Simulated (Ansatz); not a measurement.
Slab: WS2, a slab with vacuum.

```xyz
9
Lattice="3.1830 0.0000 0.0000 -1.5915 2.7565 0.0000 0.0000 0.0000 28.5322" Properties=species:S:1:pos:R:3 pbc="T T T"
W     1.5915    0.9188   12.3933
W     1.5915    0.9188   25.2662
W     0.0000    0.0000   18.8109
S     1.5915    0.9188   17.2513
S     0.0000    0.0000   10.8340
S     0.0000    0.0000   23.7059
S     1.5915    0.9188   20.3706
S     0.0000    0.0000   13.9531
S     0.0000    0.0000   26.8256
```

Base run:

| Quantity | Value |
| --- | --- |
| Program | Ansatz 0.2.0 |
| Functional | r2SCAN |
| Potentials or basis | Ansatz PAW |
| Cutoff | 500 eV (not typed: the program's choice for these potentials) |
| k mesh | 7 × 7 × 1 |
| Occupations | fermi-dirac, width 0.05 eV |
| Spin | no spin polarisation |
| Hubbard terms | W d U = 2 eV |

Its results: band gap on the k mesh 1.65 eV, indirect (least direct gap 2.44 eV); largest force 0.027 eV/Å.

Question: The run is repeated on the same cell with these changes: hubbard terms from W d U = 2 eV to none; hubbard projectors from ortho-atomic (the default) to none. What comes out?

Answer: Band gap on the k mesh 1.58 eV, indirect (least direct gap 2.51 eV); largest force 0.038 eV/Å.

The U term pushes filled and empty states of the shell apart.

Caveats: odd divisions of the mesh miss points on the zone boundary, where band edges often lie, so the gap on the mesh can be too wide; spin-orbit coupling is left out, which moves the levels of the heavy elements; the PAW data sets come from PBE, with cores solved anew for the run's functional, which leaves a small shift of forces and pressure.

A k mesh can miss the band edges.
